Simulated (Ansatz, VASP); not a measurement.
# TePb: VASP beside Ansatz

File INCAR:

```
PREC = Accurate ; ENCUT = 520
EDIFF = 1E-6 ; ISMEAR = 0
SIGMA = 0.1 ; LREAL = F
LASPH = T ; NELM = 100
ALGO = Fast ; ISIF = 2
LWAVE = F ; LCHARG = F
GGA = PS ; NBANDS = 17
```

File KPOINTS:

```
regular mesh
0
Gamma
  10 10 10
```

POSCAR

```
TePb
1.0
    4.0022870000      0.0000000000      0.0000000000
    0.0000000000      4.0022870000      0.0000000000
    0.0000000000      0.0000000000      4.0022870000
Te Pb
1 1
Direct
    0.5000000000      0.5000000000      0.5000000000
    0.0000000000      0.0000000000      0.0936964291
```

Input for Ansatz:

```yaml
crystal:
  lattice:
    - [4.002287, 0.0, 0.0]
    - [0.0, 4.002287, 0.0]
    - [0.0, 0.0, 4.002287]
  atoms:
    - { symbol: Te, position: [0.5, 0.5, 0.5] }
    - { symbol: Pb, position: [0.0, 0.0, 0.0936964291] }
basis:
  ecutwfc: 420
kpoints:
  mp_grid: { grid: [10, 10, 10] }
hamiltonian:
  xc: pbesol
scf:
  occupations: { method: gaussian, width: 0.1 }
output:
  forces: true
  stress: true
  eigenvalues: true
  populations: true
```

Change from the starting cell: one atom moved.

Alike in both runs: task single point; functional PBEsol; k mesh 10 × 10 × 10; occupations gaussian, width 0.1 eV; no spin polarisation.

```csv
,VASP,Ansatz
version,VASP 6.6.1,Ansatz 0.2.0
potentials or method,"VASP PAW PBE potentials, release 64 (Te, Pb_d)","scalar-relativistic, plane waves, PAW"
plane-wave cutoff (eV),520,420
valence electrons in the cell,20,30
```

|  | VASP | Ansatz | Ansatz less VASP |
| --- | --- | --- | --- |
| gap on the k mesh at the Fermi level (eV) | none | none | - |
| pressure (GPa) | -1.5 | -1.5 | +0.01 |
| largest component of the traceless stress (GPa) | 0.24 | 0.25 | +0.005 |
| rms of the force components (eV/Å) | 0.033 | 0.035 | +0.0021 |

Atom by atom the forces differ by 0.002 eV/Å (rms over components). A gap of «none» marks a metal or a gap that the smearing closes. The two sets of potentials don't hold the same shells in valence.

Caveats: the PAW data sets were made with another functional, which shifts forces and pressure a little (VASP). Spin-orbit coupling is left out, which matters for the levels of Pb, Te.
